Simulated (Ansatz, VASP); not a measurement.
## BAs: VASP beside Ansatz

INCAR

```
SYSTEM = BAs
ALGO = Normal
EDIFF = 1E-6
EDIFFG = -0.005
ENCUT = 600
GGA = CA
IBRION = 2
ISIF = 3
ISMEAR = 0
LASPH = .True.
LCHARG = .False.
LREAL = .False.
LWAVE = .False.
NELM = 100
NSW = 100
PREC = Accurate
SIGMA = 0.02
```

The input KPOINTS:

```
k-points
0
Gamma
  10 10 10
  0 0 0
```

The input POSCAR:

```
BAs
1.0
    0.0000000000      2.3885000000      2.3885000000
    2.3885000000      0.0000000000      2.3885000000
    2.3885000000      2.3885000000      0.0000000000
B As
1 1
Direct
    0.0000000000      0.0000000000      0.0000000000
    0.2500000000      0.2500000000      0.2500000000
```

Input for Ansatz:

```yaml
crystal:
  lattice:
    - [0.0, 2.3885, 2.3885]
    - [2.3885, 0.0, 2.3885]
    - [2.3885, 2.3885, 0.0]
  atoms:
    - { symbol: B, position: [0.0, 0.0, 0.0] }
    - { symbol: As, position: [0.25, 0.25, 0.25] }
basis:
  ecutwfc: 420
kpoints:
  mp_grid: { grid: [10, 10, 10] }
hamiltonian:
  xc: lda
scf:
  occupations: { method: gaussian, width: 0.02 }
output:
  forces: true
  stress: true
  eigenvalues: true
relax:
  adjacent_minimum: "off"
  f_tol: 0.005
  max_steps: 80
  cell: { stress_tol: 0.05 }
```

Alike in both runs: task relaxation of cell and atoms; functional LDA; k mesh 10 × 10 × 10; occupations gaussian, width 0.02 eV; no spin polarisation.

|  | VASP | Ansatz |
| --- | --- | --- |
| version | VASP 6.6.1 | Ansatz 0.2.0 |
| potentials or method | VASP PAW LDA potentials, release 64 (B, As) | scalar-relativistic, plane waves, PAW |
| plane-wave cutoff (eV) | 600 | 420 |
| valence electrons in the cell | 8 | 18 |

Ansatz gave:

| Quantity | Value |
| --- | --- |
| gap on the k mesh at the Fermi level, each at its own relaxed structure (eV) | 1.10 |
| relaxed volume (Å³/atom) | 13.24 |
| relaxed cell length with the largest relative difference (Å) | 3.346 |
| energy change over the relaxation (meV/atom) | -5 |

Estimate VASP's values.

gap on the k mesh at the Fermi level, each at its own relaxed structure (eV): 1.10; relaxed volume (Å³/atom): 13.33; relaxed cell length with the largest relative difference (Å): 3.353; energy change over the relaxation (meV/atom): -3.

The two sets of potentials don't hold the same shells in valence.

A k mesh can miss the band edges. Zero-point motion and thermal expansion aren't in these numbers. A hybrid or GW would open this gap; LDA tends to underestimate it.
